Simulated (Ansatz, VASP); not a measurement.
# One calculation of BiTe, two programs

```
CELL_PARAMETERS angstrom
0.00000 3.23500 3.23500
3.23500 0.00000 3.23500
3.23500 3.23500 0.00000
ATOMIC_POSITIONS crystal
Bi 0.00000 0.00000 0.00000
Te 0.50000 0.50000 0.50000
```

Change from the starting cell: strain_z = 0.

Alike in both runs: functional PBEsol; k mesh 7 × 7 × 7; occupations fermi-dirac, width 0.05 eV; no spin polarisation.

|  | VASP | Ansatz |
| --- | --- | --- |
| version | VASP 6.6.1 | Ansatz 0.2.0 |
| potentials or method | VASP PAW PBE potentials, release 64 (Bi_d, Te), cutoff 520 eV | all-electron LAPW, scalar-relativistic |
| task | single point | band structure |

```csv
,VASP,Ansatz,Ansatz less VASP
gap on the k mesh at the Fermi level (eV),none,none,-
pressure (GPa),-1.6,-1.5,+0.04
```

A gap of «none» marks a metal or a gap that the smearing closes. Ansatz ran all-electron here, so the differences hold the error of VASP's frozen core and of both bases.

Caveats: spin-orbit coupling is left out, which moves the levels of the heavy elements; the PAW data sets were made with another functional, which shifts forces and pressure a little (VASP).
